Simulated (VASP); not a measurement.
# HfN (Fm-3m): a series in biaxial strain in the (111) plane

Wanted: the elastic response of HfN to biaxial strain in the (111) plane, with a fit that predicts a row left out.

Program: VASP 6.6.1. Level of theory: PBEsol; plane waves and PAW (Hf_sv_GW, N); cell typed or built by script, in the first sound run; inputs show where later runs differ. Results are calculated unless marked as measured.

Report form: the programs' logs are mostly left out.

## Step 1: The starting structure

It takes space group Fm-3m (No. 225, cubic). The conventional cell has a = 4.520 Å, b = 4.520 Å, c = 4.520 Å, α = 90.00°, β = 90.00°, γ = 90.00°. Nearest to Hf lie 6 N at 2.26 Å. Nearest to N lie 6 Hf at 2.26 Å. Farther neighbours and most contacts between anions are not listed.

## Step 2: Relax the crystal, PBEsol

The series starts from the cell that this level prefers, so that zero strain is near zero stress.

This step took 2 runs in a row; the last is shown.

Level: PBEsol; plane waves and PAW (Hf_sv_GW, N); cell typed or built by script.

Contents of INCAR:

```
SYSTEM = HfN
PREC = Accurate
ENCUT = 600
EDIFF = 1E-07
NELM = 120
ISMEAR = 1
SIGMA = 0.15
LREAL = .FALSE.
ALGO = Normal
GGA = PS
NBANDS = 14
LASPH = .TRUE.
LORBIT = 11
LWAVE = .FALSE.
LCHARG = .FALSE.
KPAR = 8
IBRION = 2
NSW = 40
ISIF = 3
EDIFFG = -0.005
POTIM = 0.4
```

Contents of POSCAR:

```
HfN
1.0
    0.0000000000      2.2511337631      2.2511337631
    2.2511337631      0.0000000000      2.2511337631
    2.2511337631      2.2511337631      0.0000000000
Hf N
1 1
Direct
    0.0000000000      0.0000000000      0.0000000000
    0.5000000000      0.5000000000      0.5000000000
```

Contents of KPOINTS:

```
Automatic mesh
0
Gamma
19 19 19
0 0 0
```

The projector-augmented-wave data sets are Hf_sv_GW and N (PBE family, release 64).

Launch:

```sh
$ mpirun -np 8 vasp_std
```

Wall time 11 s (8 MPI ranks of Intel Xeon 6975P-C (Granite Rapids), shared host); peak memory 2 GiB.

Read from the output:

| Property | Result |
| --- | --- |
| energy(sigma→0) of the program | -25.7567 eV |
| stress, compression positive | -0.01 along [111], -0.01 across it (mean), GPa |
| volume | 22.816 Å³ |
| ionic steps | 1 |

## Step 3: Strain along the normal, PBEsol

One member in full: the plane is strained by -2 %, and the strain along the normal is moved by secant steps until the normal stress is under 0.012 GPa or five steps are spent; the atoms relax at each step.

This step took 3 runs, each at a new trial strain with the atoms of the one before; the last is shown.

Level: PBEsol; plane waves and PAW (Hf_sv_GW, N); cell typed or built by script.

INCAR: that of step 2 with these lines changed.

```diff
@@ -15,7 +15,7 @@
 LCHARG = .FALSE.
-KPAR = 8
-IBRION = 2
-NSW = 40
-ISIF = 3
-EDIFFG = -0.005
-POTIM = 0.4
+KPAR = 2
+IBRION = 1
+NSW = 25
+ISIF = 2
+EDIFFG = -0.004
+POTIM = 0.3
```

Contents of POSCAR:

```
HfN
1.0
    0.0575753080      2.2636863960      2.2636863960
    2.2636863960      0.0575753080      2.2636863960
    2.2636863960      2.2636863960      0.0575753080
Hf N
1 1
Direct
    0.0000000000      0.0000000000      0.0000000000
    0.5000000000      0.5000000000      0.5000000000
```

KPOINTS is that of step 2.

Launch:

```sh
$ mpirun -np 2 vasp_std
```

The job ended after 69 s (2 MPI ranks; peak memory 0.8 GiB).

Read from the output:

- energy(sigma→0) of the program: -25.7268 eV
- stress, compression positive: 0.00 along [111], 10.32 across it (mean), GPa
- ionic steps: 1

## Step 4: The table

The other members went through these steps as far as the tables show, with the same cutoff and, step by step, the same mesh; 24 runs are not shown. The session took 1.0 core hours (wall time by ranks) on a shared machine.

| in-plane strain (%) | strain along the normal (%) | in-plane stress, tension positive (GPa) | energy above the unstrained row, extrapolated to no smearing (meV/atom) |
| --- | --- | --- | --- |
| -2.000 | 1.836 | -10.319 | 14.936 |
| -1.500 | 1.356 | -7.677 | 8.390 |
| -1.000 | 0.898 | -5.033 | 3.724 |
| -0.500 | 0.451 | -2.449 | 0.960 |
| 0 | 0.000 | 0.009 | 0.000 |
| 0.500 | -0.449 | 2.389 | 0.730 |
| 1.000 | -0.876 | ? | ? |
| 1.500 | -1.288 | 7.112 | 7.275 |
| 2.000 | -1.690 | 9.411 | 13.081 |

## Step 5: Stress from the known rows

Fitting a parabola to the 8 known rows (e: strain in %) gives stress = − 0.1158 e² + 4.927 e − 0.001198 in GPa; the residuals are 0.027 GPa r.m.s.

At e = 1 this predicts 4.810 GPa.

## Step 6: Prediction against calculation

The calculation gives 4.767 GPa, so the prediction is 0.043 GPa too high, within twice the residual of the fit.

Slopes at zero strain, from cubics through all rows: strain ratio -0.889, stress over strain 489 GPa.

## Step 7: Summary of results

| Item | Value |
| --- | --- |
| error of the predicted stress | 0.043 GPa |
| ratio of normal to in-plane strain | -0.889 |
| biaxial modulus | 489 GPa |

In words: As a check, the curvature of the energy gives 485 GPa for the same modulus (energy per volume = M × strain²), 1 % from the slope of the stress. The energy also has a linear term worth 0.16 GPa that the stress column lacks, a mark of the finite basis or of the smearing. These are static values: temperature and zero-point motion are left out. In a metal the slopes also depend on mesh and smearing, which were held through the series.

[Lines on the potential files, build, host, timing and source positions are cut from VASP's logs without a mark.]

[Logs are printed without paths, hosts, clocks, repeated set-up lines and the standing remarks that a program may print on its own settings, such as how far it seeks lower states.]

[Hosts, paths, dates, database ids (printed as entryN), source tags and the programs' standing remarks are cut or masked in the printed files.]

[In band tables of VASP the shares of atoms and orbitals are scaled to a sum of 1 inside the atoms' spheres.]
